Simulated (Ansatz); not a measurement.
# PbSe: the cost of one run

All numbers below are computed with Ansatz 0.2.0 (DFT, plane waves, PAW, no spin polarisation).

### 1 The starting structure

The cell holds 16 atoms (Pb8Se8): a = 9.682 Å, b = 9.682 Å, c = 9.682 Å, α = 60.00°, β = 60.00°, γ = 60.00°.

Coordinates:

```xyz
16
Lattice="0.0000 6.8464 6.8464 6.8464 0.0000 6.8464 6.8464 6.8464 0.0000" Properties=species:S:1:pos:R:3 pbc="T T T"
Pb    0.0000    0.0000    0.0000
Se    1.7116    1.7116    1.7116
Pb    3.4232    3.4232    0.0000
Se    5.1348    5.1348    1.7116
Pb    3.4232    0.0000    3.4232
Se    5.1348    1.7116    5.1348
Pb    6.8464    3.4232    3.4232
Se    8.5580    5.1348    5.1348
Pb    0.0000    3.4232    3.4232
Se    1.7116    5.1348    5.1348
Pb    3.4232    6.8464    3.4232
Se    5.1348    8.5580    5.1348
Pb    3.4232    3.4232    6.8464
Se    5.1348    5.1348    8.5580
Pb    6.8464    6.8464    6.8464
Se    8.5580    8.5580    8.5580
```

### 2 Run 1: PBEsol

The input, input.yaml:

```yaml
crystal:
  lattice:
    - [0.0, 6.8464082621, 6.8464082621]
    - [6.8464082621, 0.0, 6.8464082621]
    - [6.8464082621, 6.8464082621, 0.0]
  atoms:
    - { symbol: Pb, position: [0.0, 0.0, 0.0] }
    - { symbol: Se, position: [0.125, 0.125, 0.125] }
    - { symbol: Pb, position: [0.0, 0.0, 0.5] }
    - { symbol: Se, position: [0.125, 0.125, 0.625] }
    - { symbol: Pb, position: [0.0, 0.5, 0.0] }
    - { symbol: Se, position: [0.125, 0.625, 0.125] }
    - { symbol: Pb, position: [0.0, 0.5, 0.5] }
    - { symbol: Se, position: [0.125, 0.625, 0.625] }
    - { symbol: Pb, position: [0.5, 0.0, 0.0] }
    - { symbol: Se, position: [0.625, 0.125, 0.125] }
    - { symbol: Pb, position: [0.5, 0.0, 0.5] }
    - { symbol: Se, position: [0.625, 0.125, 0.625] }
    - { symbol: Pb, position: [0.5, 0.5, 0.0] }
    - { symbol: Se, position: [0.625, 0.625, 0.125] }
    - { symbol: Pb, position: [0.5, 0.5, 0.5] }
    - { symbol: Se, position: [0.625, 0.625, 0.625] }
kpoints:
  mp_grid: { grid: [2, 2, 2] }
hamiltonian:
  xc: pbesol
scf:
  occupations: { method: fermi_dirac, width: 0.069 }
md:
  ensemble: nvt_nose_hoover
  temperature: 800
  timestep: 2.0
  n_steps: 20
  initial_velocities: maxwell_boltzmann
  seed: 9793
```

On the command line:

```
> ansatz run input.yaml --threads 4 --pin off --max-ram 3686MiB --backend cpu --events-out ev --progress --plain --runs-dir out
```

**Question.** How long does this run take on 4 threads of Intel Xeon at 2.50GHz (Skylake/Cascade Lake), shared host, and how much memory does it need?

About 4.8 min, with a peak of 2.6 GiB.
